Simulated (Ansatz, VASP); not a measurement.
**ZrC: VASP beside Ansatz**

The input INCAR:

```
SYSTEM = ZrC
PREC = Accurate ; ENCUT = 520
EDIFF = 1E-6 ; ISMEAR = 0
SIGMA = 0.15 ; LREAL = .FALSE.
LASPH = .TRUE. ; NELM = 100
ALGO = Normal ; ISIF = 2
LWAVE = .FALSE. ; LCHARG = .FALSE.
GGA = PS ; NBANDS = 15
```

The input KPOINTS:

```
regular mesh
0
G
  18 18 18
  0 0 0
```

Contents of POSCAR:

```
ZrC
1.0
    0.0000000000      2.3502100000      2.3854631500
    2.3502100000      0.0000000000      2.3854631500
    2.3502100000      2.3502100000      0.0000000000
Zr C
1 1
Direct
    0.5000000000      0.5000000000      0.5000000000
    0.0000000000      0.0000000000      0.0000000000
```

Input for Ansatz:

```yaml
crystal:
  lattice:
    - [0.0, 2.35021, 2.38546315]
    - [2.35021, 0.0, 2.38546315]
    - [2.35021, 2.35021, 0.0]
  atoms:
    - { symbol: Zr, position: [0.5, 0.5, 0.5] }
    - { symbol: C, position: [0.0, 0.0, 0.0] }
basis:
  ecutwfc: 420
kpoints:
  mp_grid: { grid: [18, 18, 18] }
hamiltonian:
  xc: pbesol
scf:
  occupations: { method: gaussian, width: 0.15 }
output:
  forces: true
  stress: true
  eigenvalues: true
```

Change from the starting cell: strain +0.000 along x and y, +0.015 along z, atoms carried along.

Alike in both runs: task single point; functional PBEsol; k mesh 18 × 18 × 18; occupations gaussian, width 0.15 eV; no spin polarisation.

|  | VASP | Ansatz |
| --- | --- | --- |
| version | VASP 6.6.1 | Ansatz 0.2.0 |
| potentials or method | VASP PAW PBE potentials, release 64 (Zr_sv, C) | scalar-relativistic, plane waves, PAW |
| plane-wave cutoff (eV) | 520 | 420 |
| valence electrons in the cell | 16 | 16 |

|  | VASP | Ansatz | Ansatz less VASP |
| --- | --- | --- | --- |
| gap on the k mesh at the Fermi level (eV) | none | none | - |
| pressure (GPa) | -7.3 | -7.6 | -0.34 |
| largest component of the traceless stress (GPa) | 3.26 | 3.23 | -0.028 |

A gap of «none» marks a metal or a gap that the smearing closes. The functional is the same, so the differences come from potentials, cutoffs and numerics.

Caveats: the PAW data sets were made with another functional, which shifts forces and pressure a little (VASP).
